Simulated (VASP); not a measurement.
A run of VASP 6.6.1 is set up as follows.

Contents of POSCAR:

```
Hf
1.0
    0.0047565400     -2.2356324700     -2.2398724100
    0.0129471300      2.2133219800     -2.2175619100
    4.3782205400      0.0081905900     -0.0177036700
Hf
2
Direct
    0.5065147500      0.5005375100      0.5034263700
    0.9934852500      0.9994624900      0.9965736300
```

INCAR.step1

```
SYSTEM = Hf
PREC = Normal
ENCUT = 600
EDIFF = 1E-8
ISMEAR = 1
SIGMA = 0.1
LREAL = .FALSE.
LASPH = .TRUE.
NELM = 100
ALGO = Normal
ISIF = 3
LWAVE = .FALSE.
LCHARG = .FALSE.
GGA = B5
ALDAX = 1.0
AGGAX = 1.0
AGGAC = 1.0
ALDAC = 0.0
IVDW = 12
VDW_S6 = 1.0
VDW_S8 = 2.6996
VDW_A1 = 0.4298
VDW_A2 = 4.2359
IBRION = 2
NSW = 40
EDIFFG = -0.002
```

The input INCAR.step2:

```
SYSTEM = Hf
PREC = Normal
ENCUT = 600
EDIFF = 1E-8
ISMEAR = 1
SIGMA = 0.1
LREAL = .FALSE.
LASPH = .TRUE.
NELM = 100
ALGO = Normal
ISIF = 2
LWAVE = .FALSE.
LCHARG = .FALSE.
GGA = B5
ALDAX = 1.0
AGGAX = 1.0
AGGAC = 1.0
ALDAC = 0.0
IVDW = 12
VDW_S6 = 1.0
VDW_S8 = 2.6996
VDW_A1 = 0.4298
VDW_A2 = 4.2359
IBRION = 6
NFREE = 2
POTIM = 0.015
NSW = 1
```

Contents of KPOINTS:

```
Automatic mesh
0
G
  6 7 5
  0 0 0
```

Potentials or basis: VASP PAW PBE potentials, release 64 (Hf_pv).

Launch:

```console
$ cat potpaw_PBE.64/Hf_pv/POTCAR > POTCAR
$ cp INCAR.step1 INCAR
$ mpirun -np 1 vasp_std > vasp.out
$ cp CONTCAR POSCAR
$ cp INCAR.step2 INCAR
$ mpirun -np 1 vasp_std > vasp.out
```

Task: Estimate the highest phonon frequency at Γ.

Result: 129 cm⁻¹.

Task: What does it give for the dispersion energy per atom?

Result: -1.185 eV.

Task: What does it give for the relaxed volume?

Result: 21.30 Å³/atom.

Task: What does it give for the relaxed cell?

Result: a = 3.083 Å, b = 3.108 Å, c = 4.445 Å, α = 90.00°, β = 90.00°, γ = 90.00°.

The path:
```
step  energy change (eV)  largest force (eV/Å)  pressure (GPa)  volume (Å³)
   1              0.0000                0.1904           -1.95        43.41
   2             -0.0072                0.1237            2.36        41.77
   3             -0.0103                0.1496            0.77        42.34
   4             -0.0162                0.0623            0.30        42.50
   5             -0.0173                0.0398           -0.03        42.62
   6             -0.0173                0.0389           -0.01        42.61
   7             -0.0180                0.0301           -0.05        42.62
   8             -0.0180                0.0270           -0.06        42.62
   9             -0.0181                0.0175            0.09        42.57
  10             -0.0181                0.0149            0.14        42.55
  11             -0.0181                0.0108            0.07        42.57
  12             -0.0182                0.0111            0.01        42.60
  13             -0.0182                0.0114            0.00        42.60
  14             -0.0182                0.0087           -0.01        42.60
  15             -0.0182                0.0042           -0.01        42.61
  16             -0.0182                0.0060           -0.03        42.61
  17             -0.0182                0.0021           -0.02        42.61
  18             -0.0182                0.0017            0.02        42.59
  19             -0.0182                0.0017            0.01        42.60
```

Caveat: the PAW data sets were made with another functional, which shifts forces and pressure a little. Spin-orbit coupling is left out, which matters for the levels of Hf.
